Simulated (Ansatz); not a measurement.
CuO (Tenorite):

```
Cu O
1.0
     2.34465   -1.71340    0.00000
     2.34465    1.71340    0.00000
    -0.86055    0.00000    5.05944
Cu O
2 2
Direct
  0.49680 0.00320 0.50000
  0.00320 0.49680 0.00000
  0.40560 0.57140 0.75370
  0.57140 0.40560 0.25370
```

| Property | Result |
| --- | --- |
| Program | Ansatz 0.2.0 |
| Task | single point |
| Functional | PBEsol |
| Potentials or basis | all-electron LAPW, scalar-relativistic |
| Cutoff | 461 eV (chosen from the basis error) |
| Basis error allowed | 0.001 eV/atom |
| k mesh | 10 × 10 × 5 |
| Occupations | fermi-dirac, width 0.05 eV |
| Spin | no spin polarisation |

On this cell: pressure -2.7 GPa; largest force 0.757 eV/Å; band gap on the k mesh none (metal or under the smearing width).

The same run follows on a disturbed copy (atoms moved at random, drawn with an rms of 0.05 Å):

```
CELL_PARAMETERS angstrom
2.34465 -1.71340 0.00000
2.34465 1.71340 0.00000
-0.86055 0.00000 5.05944
ATOMIC_POSITIONS crystal
Cu 0.50570 0.99000 0.49524
Cu 0.01154 0.50101 0.99728
O 0.40012 0.57752 0.76099
O 0.57635 0.41408 0.25814
```

Question: What does the disturbed cell give?

Answer: The energy (extrapolated to zero smearing) moves by +18.8 meV/atom; pressure -1.9 GPa; largest force 1.555 eV/Å; band gap on the k mesh none (metal or under the smearing width).

Forces in eV/Å, atoms in the order of the input:
```
Cu  -0.207  0.226  0.822
Cu  -1.065  0.488  0.771
O    0.864 -0.826 -0.994
O    0.408  0.112 -0.599
```

Stress tensor (GPa, compression positive):
```
-1.75  0.01 -2.08
 0.01 -0.34  0.66
-2.08  0.66 -3.61
```

Caveats: the run has no spin polarisation, though such a crystal can be magnetic; semilocal functionals often make such compounds metallic where correlation or magnetic order opens a gap, which also shifts bond lengths.
